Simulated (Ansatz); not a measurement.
We consider spinel MgAl2O4, described by G0W0@PBEsol in Ansatz (plane waves, hard PAW, contour deformation).

The same calculation (at the measured cell, 9.431 Å³/atom) with different numerical settings; throughout: k mesh 2×2×2:

```
run  response cutoff (eV)  empty bands  quasiparticle gap on the mesh (eV)  quasiparticle gap at Γ (eV)   rough time
---  --------------------  -----------  ----------------------------------  ---------------------------  -----------
1                      70          323                               7.596                        7.596    90 core-s
2                     105          593                               7.823                        7.823   3 core-min
3                     140          912                               7.961                        7.961   7 core-min
4                     175         1275                               8.059                        8.059  10 core-min
5                     210         1676                               8.121                        8.121  20 core-min
6                     280         2581                               8.187                        8.187  70 core-min
7                     350         3607                               8.222                        8.222     3 core-h
```

In the column quasiparticle gap on the mesh (eV) the first row differs from the last by -0.626 and the next to last by -0.035.

The last row is no converged limit: other settings stay fixed.

Ansatz is a program for electronic structure.
